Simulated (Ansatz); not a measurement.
## BN (P-6m2), a vibration from a frozen displacement

Theory: DFT PBE+D3(BJ), scalar-relativistic, plane waves, PAW in Ansatz 0.2.0. Cutoff 420 eV, Γ-centred 12×12×4 k-points, Gaussian smearing of 0.05 eV. No spin polarisation. Energies are free energies at this smearing, counted from the undisturbed cell; pressure is positive in compression.

The starting cell (as given, not relaxed at this level; it stands at -1.2 GPa; this form isn't the usual structure):

```
B N
1.0
     2.51000    0.00000    0.00000
    -1.25500    2.17372    0.00000
     0.00000    0.00000    6.69000
B N
2 2
Direct
  0.00000 0.00000 0.50000
  0.33333 0.66667 0.00000
  0.00000 0.00000 0.00000
  0.66667 0.33333 0.50000
```

Every N atom is moved by x along the Cartesian unit vector (0.707, 0.707, 0.000); the cell and all other atoms stay fixed. The cell's volume is 36.50 Å³; the moved atoms weigh 28.014 u together and the others 21.620 u.

```csv
x (Å),ΔE (meV/cell),total force on the moved atoms along the move (eV/Å),pressure (GPa)
-0.2000,1913.20,20.9499,16.4292
-0.1500,1028.71,14.5992,8.3119
-0.1000,438.77,9.1227,2.8583
-0.0500,105.56,4.3015,-0.2256
0.0000,0.00,0.0000,-1.2003
0.0500,98.13,-3.8541,-0.2999
0.1000,378.39,-7.2861,2.2620
0.1500,819.58,-10.2871,6.2866
0.1750,1093.61,-11.6162,8.7886
0.2000,1399.38,-12.8246,11.5865
```

Problem. What frequency belongs to this motion?

Solution. The force constant is k = −dF/dx = 81.556 eV/Å², from the parabola through x = -0.0500, 0 and 0.0500. In every cell the moved atoms swing against the rest, so the mass is μ = m₁m₂/(m₁ + m₂) = 12.203 u, and ν̃ = 521.5 cm⁻¹ × √(|k|/μ) = 1348 cm⁻¹, at this cell's pressure of -1.2 GPa. To first order in x, and within 1 %, the force on every atom lies along the move and, within each of the two groups, in proportion to the atom's mass, so this is itself a mode at the zone centre of this cell, taken without macroscopic field (the transverse frequency in a polar insulator).

Problem. How far does the harmonic law reach?

Solution. At x = -0.200 Å, kx²/2 = 1631.11 meV against the computed 1913.20 meV (+17.3 %): the well stiffens in this direction at large amplitude.